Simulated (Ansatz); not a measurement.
Results of r²SCAN (Ansatz, a program for electronic structure, plane waves, PAW) for rock-salt NaBr.

Settings: plane-wave cutoff 560 eV, 10×10×10 k mesh, Fermi–Dirac smearing 0.01 eV, scalar-relativistic PAW data made under PBE.

Results at a series of volumes:

| V (Å³/atom) | E − E_lowest (meV/atom) | P (GPa) |
|---|---|---|
| 24.723 | 7.45 | 1.604 |
| 25.249 | 3.18 | 1.006 |
| 25.775 | 0.76 | 0.474 |
| 26.301 | 0.00 | -0.001 |
| 26.827 | 0.71 | -0.424 |
| 27.353 | 2.73 | -0.802 |
| 27.879 | 5.93 | -1.138 |

**Question.** Estimate the bulk modulus and its pressure derivative from these points.

**Answer.** V0 = 26.300 Å³/atom, B0 = 22.4 GPa, B′ = 4.8 (fit to the energies at full precision).

Measured, for comparison: bulk modulus 22.6 GPa (4 K, zero-point motion not removed; as tabulated in Doll and Stoll (1998), arXiv:cond-mat/9801031); equilibrium volume per atom 26.01 Å³/atom (low temperature, zero-point motion not removed; as tabulated in Doll and Stoll (1998), arXiv:cond-mat/9801031). Computed (rounded) less measured: bulk modulus -0.9 %, equilibrium volume per atom +1.1 %.
